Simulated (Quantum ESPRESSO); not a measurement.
Input of a Quantum ESPRESSO 7.5 run:

File scf.in:

```
&CONTROL
  calculation = 'scf'
  prefix = 'pwscf'
  outdir = './tmp'
  pseudo_dir = './pseudo'
/
&SYSTEM
  ibrav = 0
  nat = 2
  ntyp = 2
  ecutwfc = 84
  nbnd = 15
  occupations = 'smearing'
  smearing = 'fd'
  degauss = 0.00367493
  force_symmorphic = .true.
/
&ELECTRONS
  conv_thr = 4d-10
  electron_maxstep = 120
  mixing_beta = 0.5
/
ATOMIC_SPECIES
Ta   180.9479 Ta.upf
N     14.0070 N.upf
CELL_PARAMETERS angstrom
   0.0000000000    2.2113230000    2.2113230000
   2.2113230000    0.0000000000    2.2113230000
   2.2113230000    2.2113230000    0.0000000000
ATOMIC_POSITIONS crystal
Ta     0.5000000000    0.5000000000    0.5000000000
N      0.0000000000    0.0000000000    0.0000000000
K_POINTS automatic
18 18 18 0 0 0
```

File nscf.in:

```
&CONTROL
  calculation = 'nscf'
  prefix = 'pwscf'
  outdir = './tmp'
  pseudo_dir = './pseudo'
/
&SYSTEM
  ibrav = 0
  nat = 2
  ntyp = 2
  ecutwfc = 84
  nbnd = 34
  occupations = 'smearing'
  smearing = 'fd'
  degauss = 0.00367493
  force_symmorphic = .true.
/
&ELECTRONS
  conv_thr = 1d-08
  diago_full_acc = .true.
  diago_thr_init = 1d-06
/
ATOMIC_SPECIES
Ta   180.9479 Ta.upf
N     14.0070 N.upf
CELL_PARAMETERS angstrom
   0.0000000000    2.2113230000    2.2113230000
   2.2113230000    0.0000000000    2.2113230000
   2.2113230000    2.2113230000    0.0000000000
ATOMIC_POSITIONS crystal
Ta     0.5000000000    0.5000000000    0.5000000000
N      0.0000000000    0.0000000000    0.0000000000
K_POINTS automatic
18 18 18 0 0 0
```

Potentials or basis: PseudoDojo 0.4.1 SR PBEsol standard.

Command:

```bash
$ OMP_NUM_THREADS=1 pw.x -in scf.in > scf.out
$ OMP_NUM_THREADS=1 pw.x -in nscf.in > nscf.out
```

**Question.** What does it give for the band gap on the k mesh, mean-field level?

**Answer.** None (metal or under the smearing width).

Spin-orbit coupling is left out, which matters for the levels of Ta.
